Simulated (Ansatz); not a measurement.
Structure: CdSe in the 4H polytype structure, at its r2SCAN minimum. The symmetry is P6_3mc (No. 186, hexagonal); a = 4.339 Å, c = 14.159 Å in the conventional setting, 28.86 Å³ an atom. Around Cd lie 4 Se at 2.65–2.66 Å; around Cd lie 4 Se at 2.66 Å; around Se lie 4 Cd at 2.66 Å; around Se lie 4 Cd at 2.65–2.66 Å.

```
Cd Se
1.0
     4.33928    0.00000    0.00000
    -2.16964    3.75793    0.00000
     0.00000    0.00000   14.15870
Cd Se
4 4
Direct
  0.00000 0.00000 0.99980
  0.33333 0.66667 0.24996
  0.00000 0.00000 0.49980
  0.66667 0.33333 0.74996
  0.00000 0.00000 0.18750
  0.33333 0.66667 0.43774
  0.00000 0.00000 0.68750
  0.66667 0.33333 0.93774
```

4 runs of the PAW code Ansatz on this cell differ in the functional (and in the settings that go with it). Levels are in eV from each run's valence top; v1 is the last filled band, c1 the first empty one.

Run A, mean stress +1.4 GPa (compression positive):

| point | v2 | v1 | c1 | c2 |
| --- | --- | --- | --- | --- |
| Γ | 0.00 | 0.00 | 0.58 | 2.21 |
| M | -0.88 | -0.72 | 2.53 | 2.85 |
| K | -1.38 | -1.07 | 3.73 | 4.16 |
| A | -0.12 | -0.12 | 1.60 | 1.60 |

Run B, mean stress -3.1 GPa (compression positive):

| point | v2 | v1 | c1 | c2 |
| --- | --- | --- | --- | --- |
| Γ | 0.00 | 0.00 | 0.31 | 2.00 |
| M | -0.90 | -0.73 | 2.32 | 2.65 |
| K | -1.41 | -1.09 | 3.55 | 4.00 |
| A | -0.12 | -0.12 | 1.41 | 1.41 |

Run C, mean stress +0.1 GPa (compression positive):

| point | v2 | v1 | c1 | c2 |
| --- | --- | --- | --- | --- |
| Γ | 0.00 | 0.00 | 2.11 | 3.81 |
| M | -0.97 | -0.79 | 4.14 | 4.41 |
| K | -1.51 | -1.18 | 5.42 | 5.90 |
| A | -0.13 | -0.13 | 3.08 | 3.08 |

Run D, mean stress +0.2 GPa (compression positive):

| point | v2 | v1 | c1 | c2 |
| --- | --- | --- | --- | --- |
| Γ | 0.00 | 0.00 | 1.51 | 3.16 |
| M | -0.94 | -0.77 | 3.48 | 3.75 |
| K | -1.47 | -1.15 | 4.74 | 5.21 |
| A | -0.13 | -0.13 | 2.46 | 2.46 |

**Question.** Match the runs to LDA, PBE, HSE06, PBE0.

**Answer.** A is PBE, B is LDA, C is PBE0, D is HSE06. In order of the gap: LDA 0.31, PBE 0.58, HSE06 1.51, PBE0 2.11 eV.

The calculation is spin-unpolarised, and the structure need not be a phase that has been made.

The runs are scalar-relativistic, without spin-orbit coupling.

The stress of a hybrid is loosely converged in these runs.

The meshes of the hybrids are coarse, so their gaps aren't converged to the digits shown.
